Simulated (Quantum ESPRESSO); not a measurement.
The system is BP.

```xyz
2
Lattice="0.0000 2.2690 2.2690 2.2690 0.0000 2.2690 2.2690 2.2690 0.0000" Properties=species:S:1:pos:R:3 pbc="T T T"
P     3.4035    3.4035    3.4035
B     0.0000    0.0000    0.0000
```

Base run:

| Item | Value |
| --- | --- |
| Program | Quantum ESPRESSO 7.5 |
| Functional | WC |
| Potentials or basis | GBRV 1.5 PBE |
| Cutoff | 612 eV |
| Density cutoff | 4898 eV |
| k mesh | 8 × 8 × 8, shifted |
| Occupations | fermi-dirac, width 0.05 eV |
| Spin | no spin polarisation |

Its results: pressure -1.7 GPa; electronic dielectric tensor (diagonal) 9.31.

**Question.** The run is repeated on the same cell with these changes: functional from WC to PBE. What comes out?

**Answer.** Pressure 0.9 GPa; electronic dielectric tensor (diagonal) 9.15.

PBE binds less tightly than WC, so the same cell stands under more pressure.

Caveats: the potentials were made for another functional, which shifts forces and pressure (some runs).
